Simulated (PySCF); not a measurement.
**trifluoromethane: calculation against experiment**

**What was measured.**

NIST CCCBDB Release 22 (SRD 101), experimental dipoles lists, for the gas: dipole moment (microwave Stark effect, vibrational ground state) 1.645 ± 0.009 D.

The runs below try to reproduce these values; the comparison stands at the end.

Trifluoromethane, CHF3.
SMILES with atom numbers: `[F:1][CH:2]([F:3])[F:4]` (hydrogens: H5 on C2)

Geometry (GFN2-xTB, Å), atoms numbered from 1 in this order:
```xyz
5
CHF3 angstrom
F     -0.902   -0.816   -0.481
C      0.005   -0.008    0.054
F      1.178   -0.257   -0.516
F     -0.337    1.246   -0.220
H      0.065   -0.163    1.146
```

Runs made with PySCF (gas phase, on this GFN2-xTB geometry; no spin–orbit coupling):

| level | job | basis functions | wall time |
| --- | --- | --- | --- |
| PBE0/pcSseg-1 | shieldings, charges and field gradients | 73 | 3.9 s |
| B3LYP/pcJ-1 | spin–spin couplings from 5 perturbed nuclei | 118 | 5.3 s |

Hardware: an x86-64 server with one thread, on a shared host.

**Comparison with experiment**

**Dipole moment.** Measured: 1.645 D (NIST CCCBDB Release 22 (SRD 101), experimental dipoles).

```
        level  computed (D)  computed − measured (D)  % (from the printed values)
PBE0/pcSseg-1         1.616                   -0.029                           -2
  B3LYP/pcJ-1         1.614                   -0.031                           -2
```

The computed dipoles belong to one fixed geometry; measured ones are averaged over vibrations unless marked μe. Magnitudes are compared, not signs.

No measured geometry was used, and the causes of the misses weren't examined.
